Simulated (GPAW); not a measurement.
# AlN (F-43m) in GPAW: notebook, part 2 of 4

GPAW 26.7.0.

**3. One-shot levels on a semilocal density, TPSS**

File run.py:

```python
import numpy as np
import spglib
from ase import Atoms
from ase.dft.bandgap import bandgap
from ase.io import read, write
from ase.units import Ha
from gpaw import GPAW, PW
from gpaw.hybrids.energy import non_self_consistent_energy
from gpaw.new.pw.nschse import non_self_consistent_matrix_elements

atoms = read('AlN.cif')
cell, positions, numbers = spglib.find_primitive(
    (atoms.cell[:], atoms.get_scaled_positions(), atoms.numbers), symprec=1e-4)
atoms = Atoms(numbers, cell=cell, scaled_positions=positions, pbc=True)

calc = GPAW(mode=PW(600),
            xc='MGGA_X_TPSS+MGGA_C_TPSS',
            kpts={'size': (7, 7, 7), 'gamma': True},
            occupations={'name': 'fermi-dirac', 'width': 0.05},
            nbands=11,
            convergence={'density': 1e-06, 'bands': 9},
            maxiter=80,
            txt='gpaw.txt')
atoms.calc = calc
energy = atoms.get_potential_energy()
calc.write('gs.gpw')
write('result.traj', atoms)
print(f'Energy: {energy:.6f} eV')
print('Fermi level:', round(calc.get_fermi_level(), 4), 'eV')
print(f'Gap: {bandgap(calc)[0]:.4f} eV, direct: {bandgap(calc, direct=True)[0]:.4f} eV')

calc.write('wfs.gpw', mode='all')
eps = calc.eigenvalues()
free = calc.get_potential_energy(force_consistent=True)
semilocal_x = free + calc.get_xc_difference('MGGA_X_TPSS')  # without correlation
exact_x = non_self_consistent_energy(calc, 'EXX').sum()
h_x = non_self_consistent_matrix_elements(GPAW('wfs.gpw').dft, 'MGGA_X_TPSS')
h_exx = non_self_consistent_matrix_elements(GPAW('wfs.gpw').dft, 'EXX')
shift = np.einsum('sknn->skn', h_exx - h_x).real * Ha
np.savetxt('shift.dat', shift[..., :9].reshape((-1, 9)), fmt='%.4f')
occupied = eps < calc.get_fermi_level()
for name, a in {'TPSSh': 0.1, 'TPSS0': 0.25}.items():
    levels = (eps + a * shift)[..., :9]
    gap = levels[~occupied[..., :9]].min() - levels[occupied[..., :9]].max()
    print(f'{name}: share {a}, energy {free + a * (exact_x - semilocal_x):.6f} eV, gap {gap:.4f} eV')
```

File AlN.cif:

```cif
data_AlN
_cell_length_a 4.36798712
_cell_length_b 4.36798712
_cell_length_c 4.36798712
_cell_angle_alpha 90.00000000
_cell_angle_beta 90.00000000
_cell_angle_gamma 90.00000000
_space_group_name_H-M_alt 'F-43m'
_space_group_name_Hall 'F -4 2 3'
_space_group_IT_number 216
loop_
_space_group_symop_operation_xyz
'x,y,z'
'y,-x,-z'
'-x,-y,z'
'-y,x,-z'
'x,-y,-z'
'y,x,z'
'-x,y,-z'
'-y,-x,z'
'z,x,y'
'-z,y,-x'
'z,-x,-y'
'-z,-y,x'
'-z,x,-y'
'z,y,x'
'-z,-x,y'
'z,-y,-x'
'y,z,x'
'-x,-z,y'
'-y,z,-x'
'x,-z,-y'
'-y,-z,x'
'x,z,y'
'y,-z,-x'
'-x,z,-y'
'x,y+1/2,z+1/2'
'y,-x+1/2,-z+1/2'
'-x,-y+1/2,z+1/2'
'-y,x+1/2,-z+1/2'
'x,-y+1/2,-z+1/2'
'y,x+1/2,z+1/2'
'-x,y+1/2,-z+1/2'
'-y,-x+1/2,z+1/2'
'z,x+1/2,y+1/2'
'-z,y+1/2,-x+1/2'
'z,-x+1/2,-y+1/2'
'-z,-y+1/2,x+1/2'
'-z,x+1/2,-y+1/2'
'z,y+1/2,x+1/2'
'-z,-x+1/2,y+1/2'
'z,-y+1/2,-x+1/2'
'y,z+1/2,x+1/2'
'-x,-z+1/2,y+1/2'
'-y,z+1/2,-x+1/2'
'x,-z+1/2,-y+1/2'
'-y,-z+1/2,x+1/2'
'x,z+1/2,y+1/2'
'y,-z+1/2,-x+1/2'
'-x,z+1/2,-y+1/2'
'x+1/2,y,z+1/2'
'y+1/2,-x,-z+1/2'
'-x+1/2,-y,z+1/2'
'-y+1/2,x,-z+1/2'
'x+1/2,-y,-z+1/2'
'y+1/2,x,z+1/2'
'-x+1/2,y,-z+1/2'
'-y+1/2,-x,z+1/2'
'z+1/2,x,y+1/2'
'-z+1/2,y,-x+1/2'
'z+1/2,-x,-y+1/2'
'-z+1/2,-y,x+1/2'
'-z+1/2,x,-y+1/2'
'z+1/2,y,x+1/2'
'-z+1/2,-x,y+1/2'
'z+1/2,-y,-x+1/2'
'y+1/2,z,x+1/2'
'-x+1/2,-z,y+1/2'
'-y+1/2,z,-x+1/2'
'x+1/2,-z,-y+1/2'
'-y+1/2,-z,x+1/2'
'x+1/2,z,y+1/2'
'y+1/2,-z,-x+1/2'
'-x+1/2,z,-y+1/2'
'x+1/2,y+1/2,z'
'y+1/2,-x+1/2,-z'
'-x+1/2,-y+1/2,z'
'-y+1/2,x+1/2,-z'
'x+1/2,-y+1/2,-z'
'y+1/2,x+1/2,z'
'-x+1/2,y+1/2,-z'
'-y+1/2,-x+1/2,z'
'z+1/2,x+1/2,y'
'-z+1/2,y+1/2,-x'
'z+1/2,-x+1/2,-y'
'-z+1/2,-y+1/2,x'
'-z+1/2,x+1/2,-y'
'z+1/2,y+1/2,x'
'-z+1/2,-x+1/2,y'
'z+1/2,-y+1/2,-x'
'y+1/2,z+1/2,x'
'-x+1/2,-z+1/2,y'
'-y+1/2,z+1/2,-x'
'x+1/2,-z+1/2,-y'
'-y+1/2,-z+1/2,x'
'x+1/2,z+1/2,y'
'y+1/2,-z+1/2,-x'
'-x+1/2,z+1/2,-y'
loop_
_atom_site_label
_atom_site_type_symbol
_atom_site_symmetry_multiplicity
_atom_site_Wyckoff_symbol
_atom_site_fract_x
_atom_site_fract_y
_atom_site_fract_z
_atom_site_occupancy
Al1 Al 4 a 0.0000000000 0.0000000000 0.0000000000 1
N1 N 4 d 0.2500000000 0.2500000000 0.7500000000 1
```

Potentials or basis: GPAW PAW data sets (gpaw-data 1.2.1), pw.

Command:

```sh
> OMP_NUM_THREADS=1 python run.py
```

gpaw.txt:

```text
__  _  _
 | _ |_)|_||  |
 |__||  | ||/\| - 26.7.0

Input parameters:
  mode=PW(ecut=600.0),
  convergence={'density': 1e-06, 'bands': 9},
  kpts=MonkhorstPack(size=(7, 7, 7), gamma=True),
  maxiter=80,
  nbands=11,
  occupations=Occupations(name='fermi-dirac', width=0.05),
  xc=XC(name='MGGA_X_TPSS+MGGA_C_TPSS')

Diagonalizing LCAO Hamiltonian
Converting LCAO to pw mode

                 N

       Al

Atoms  # Å, Bohr magnetons
|   | symbol |        x |        y |        z |    initial magnetic moments |
|---|--------|----------|----------|----------|-----------------------------|
| 0 |     Al | 0.000000 | 0.000000 | 0.000000 | ( 0.0000,  0.0000,  0.0000) |
| 1 |      N | 3.275990 | 3.275990 | 3.275990 | ( 0.0000,  0.0000,  0.0000) |

Unit cell  # Å
| periodic |        x |        y |        z |  lengths |    angles |
|----------|----------|----------|----------|----------|-----------|
|      yes | 0.000000 | 2.183994 | 2.183994 | 3.088633 | 60.000000 |
|      yes | 2.183994 | 0.000000 | 2.183994 | 3.088633 | 60.000000 |
|      yes | 2.183994 | 2.183994 | 0.000000 | 3.088633 | 60.000000 |

Number of symmetries: 24
Symmetry operations  # r_c * U_cc + t_c -> r_c
|    | kind |            matrix            |
|----|------|------------------------------|
|  0 |  E   |  1, 0, 0,  0, 1, 0,  0, 0, 1 |
|  1 |  σ   |  1, 0, 0,  0, 0, 1,  0, 1, 0 |
|  2 |  σ   |  1, 0,-1,  0, 1,-1,  0, 0,-1 |
|  3 |  C3  |  1, 0,-1,  0, 0,-1,  0, 1,-1 |
|  4 |  C3  |  1,-1, 0,  0,-1, 1,  0,-1, 0 |
|  5 |  σ   |  1,-1, 0,  0,-1, 0,  0,-1, 1 |
|  6 |  σ   |  0, 1, 0,  1, 0, 0,  0, 0, 1 |
|  7 |  C3  |  0, 1, 0,  0, 0, 1,  1, 0, 0 |
|  8 |  C2  |  0, 1,-1,  1, 0,-1,  0, 0,-1 |
|  9 |  S4  |  0, 1,-1,  0, 0,-1,  1, 0,-1 |
| 10 |  C3  |  0, 0, 1,  1, 0, 0,  0, 1, 0 |
| 11 |  σ   |  0, 0, 1,  0, 1, 0,  1, 0, 0 |
| 12 |  S4  |  0, 0,-1,  1, 0,-1,  0, 1,-1 |
| 13 |  C3  |  0, 0,-1,  0, 1,-1,  1, 0,-1 |
| 14 |  S4  |  0,-1, 1,  1,-1, 0,  0,-1, 0 |
| 15 |  C2  |  0,-1, 1,  0,-1, 0,  1,-1, 0 |
| 16 |  C3  |  0,-1, 0,  1,-1, 0,  0,-1, 1 |
| 17 |  S4  |  0,-1, 0,  0,-1, 1,  1,-1, 0 |
| 18 |  S4  | -1, 1, 0, -1, 0, 1, -1, 0, 0 |
| 19 |  C3  | -1, 1, 0, -1, 0, 0, -1, 0, 1 |
| 20 |  C3  | -1, 0, 1, -1, 1, 0, -1, 0, 0 |
| 21 |  S4  | -1, 0, 1, -1, 0, 0, -1, 1, 0 |
| 22 |  σ   | -1, 0, 0, -1, 1, 0, -1, 0, 1 |
| 23 |  C2  | -1, 0, 0, -1, 0, 1, -1, 1, 0 |

BZ-sampling:
  Number of BZ points: 343
  Number of IBZ points: 20

  Monkhorst-Pack size: [7, 7, 7]
  Monkhorst-Pack shift: [0, 0, 0]

K-points  # in reciprocal-cell coordinates
|     |                                coordinates |     weight |
|-----|--------------------------------------------|------------|
|   0 | (  0.00000000,   0.00000000,   0.00000000) | 0.00291545 |
|   1 | (  0.14285714,   0.14285714,   0.00000000) | 0.01749271 |
|   2 | (  0.14285714,   0.14285714,   0.14285714) | 0.02332362 |
|   3 | (  0.28571429,   0.14285714,   0.14285714) | 0.03498542 |
|   4 | (  0.28571429,   0.28571429,   0.00000000) | 0.01749271 |
|   5 | (  0.28571429,   0.28571429,   0.14285714) | 0.06997085 |
|   6 | (  0.28571429,   0.28571429,   0.28571429) | 0.02332362 |
|   7 | (  0.42857143,  -0.28571429,  -0.28571429) | 0.03498542 |
|   8 | (  0.42857143,   0.28571429,  -0.42857143) | 0.13994169 |
|   9 | (  0.42857143,   0.28571429,  -0.28571429) | 0.06997085 |
| ... |                                            |            |
|  19 | (  0.42857143,   0.42857143,   0.42857143) | 0.02332362 |

Plane wave coefficients: 725
Cutoff: 600.0 eV

Spin-components: 1 (collinear spins)
Bands:           11
Projectors:      10
Spin-degeneracy: 2
Datatype:        complex128

Density:
  Valence electrons: 8.0
  Components: 1
  Grid points: [18 18 18]
  Charge: 0.0  # |e|

Potential:
  Grid points: [18 18 18]

species:
  Al:
    name:    Aluminium
    Z:       13.0
    valence: 3
    core:    10
    charge:  0.0  # [|e|]
    compensation charges:
      type: gauss
      rc: 0.34  # [Å]
      lmax: 2
    cutoffs:
      filter: 1.91  # [Å]
      core: 2.36  # [Å]
    projectors
    | kind |    occ | energy [eV] | rcut [Å] |
    |------|--------|-------------|----------|
    |   3s |  2.000 |      -7.753 |    1.085 |
    |   3p |  1.000 |      -2.712 |    1.085 |
    |    s |        |      19.459 |    1.085 |
    |    p |        |      24.499 |    1.085 |
    |    d |        |       0.000 |    1.085 |

    Using partial waves for Al as LCAO basis

  N:
    name:    Nitrogen
    Z:       7.0
    valence: 5
    core:    2
    charge:  0.0  # [|e|]
    compensation charges:
      type: gauss
      rc: 0.18  # [Å]
      lmax: 2
    cutoffs:
      filter: 1.11  # [Å]
      core: 0.96  # [Å]
    projectors
    | kind |    occ | energy [eV] | rcut [Å] |
    |------|--------|-------------|----------|
    |   2s |  2.000 |     -18.583 |    0.603 |
    |   2p |  3.000 |      -7.089 |    0.529 |
    |    s |        |       8.629 |    0.603 |
    |    p |        |      20.123 |    0.529 |
    |    d |        |       0.000 |    0.577 |

    Using partial waves for N as LCAO basis

Reference energy: -8085.144769  # eV

eigensolver:
  PPCG
  Converge bands: 9
  niter=2

density mixing:
  MSR1-Mixer
  Pratt-step length: 0.05
  Maximum mixing coefficient: 0.75
  Old densities: 10
  SVD Regularization: 0.005
  Good broyden scale: 1.0
  Trust region scale: 1.0
  Backstep threshold: 4.0
  History deletion threshold: 6.0
  Fourier metric: weight=20.0, sigma=0.015

occupation numbers:
  Fermi-Dirac:
    width: 0.0500  # eV

poisson solver:
  ecut: 4800.0  # eV

xc functional:
  name: MGGA_X_TPSS+MGGA_C_TPSS with 2 nearest neighbor stencil

convergence criteria:
- Maximum integral of absolute [dens]ity change: 1e-06 electrons / valence electron
- Maximum [total energy] change in last 3 cyles: 0.0005 eV / valence electron
- Maximum integral of absolute [eigenst]ate change: 4e-08 eV^2 / valence electron
maximum number of iterations: 80

SCF iterations
|iter     | |      energy | eigst |  dens |
|---------|-|-------------|-------|-------|
|iter:   1| |   92.659415 | +5.03 |       |
|iter:   2| |  -22.244311 | +2.22 | -0.76 |
|iter:   3| |  -22.197447 | +0.85 | -0.56 |
|iter:   4| |  -20.753688 | -0.18 | -0.58 |
|iter:   5| |  -21.275577 | -0.96 | -1.08 |
|iter:   6| |  -21.147604 | -2.81 | -0.90 |
|iter:   7| |  -20.705051 | -1.22 | -0.94 |
|iter:   8| |  -20.774939 | -1.84 | -1.27 |
|iter:   9| |  -20.793066 | -3.33 | -1.50 |
|iter:  10| |  -20.790252 | -5.45 | -1.43 |
|iter:  11| |  -20.736061 | -1.79 | -1.43 |
|iter:  12| |  -20.739952 | -3.65 | -2.00 |
|iter:  13| |  -20.740076 | -4.69 | -2.73 |
|iter:  14| |  -20.740083c| -5.88 | -3.38 |
|iter:  15| |  -20.740083c| -7.24 | -4.08 |
|iter:  16| |  -20.740083c| -8.27c| -4.85 |
|iter:  17| |  -20.740083c| -8.75c| -5.88 |
|iter:  18| |  -20.740083c| -9.33c| -6.62c|

Converged in 18 steps
Energy contributions relative to reference atoms: (reference = -8085.144769)

Energy contributions:
  Kinetic:          15.465346
  Coulomb:         -12.906298
  Zero:             -0.039010
  External:          0.000000
  Xc:              -23.260121
  Entropy:          -0.000000
  Spinorbit:         0.000000
  ----------------------------
  Free energy:     -20.740083
  Extrapolated:    -20.740083

dipole moment: (-6.241509, -6.241509, -6.241509)  # |e|*Ang

Fermi level: 8.129
Eigenvalues  # (at kpt = [0.000, 0.000, 0.000])
| band index |      eig [eV] | occ [0-2] |
|------------|---------------|-----------|
|          0 |        -9.544 |     2.000 |
|          1 |         5.891 |     2.000 |
|          2 |         5.891 |     2.000 |
|          3 |         5.891 |     2.000 |
|          4 |        10.037 |     0.000 |
|          5 |        18.828 |     0.000 |
|          6 |        18.828 |     0.000 |
|          7 |        18.828 |     0.000 |
|          8 |        23.964 |     0.000 |
|          9 |        23.964 |     0.000 |
|         10 |        25.197 |     0.000 |

Gap: 3.564 eV
Transition (v -> c):
  (s=0, k=0, n=3, [0.00, 0.00, 0.00]) -> (s=0, k=16, n=4, [0.43, 0.43, 0.00])
Direct/indirect transitions are different
Direct gap: 4.146 eV
Transition at: (s=0, k=0, n=3, [0.00, 0.00, 0.00])
# Writing to gs.gpw (mode='')

# Writing to wfs.gpw (mode='all')
```

Run time: 3.6 min. Hardware: 1 thread of Arm Neoverse V2, shared host; peak memory 0.33 GiB.

Results:

* Free energy: -20.7401 eV
* Band gap on the k mesh: 3.56 eV, indirect (least direct gap 4.15 eV)

Band gaps from one-shot exact exchange on these states (eV): tpssh 4.34, tpss0 5.50

Caveat: energy and the plain gap are those of the semilocal run; the hybrids' values are one shot on its orbitals and mesh; an odd mesh through Γ misses points on the zone boundary, where band edges often lie.

[end of part 2 of 4]
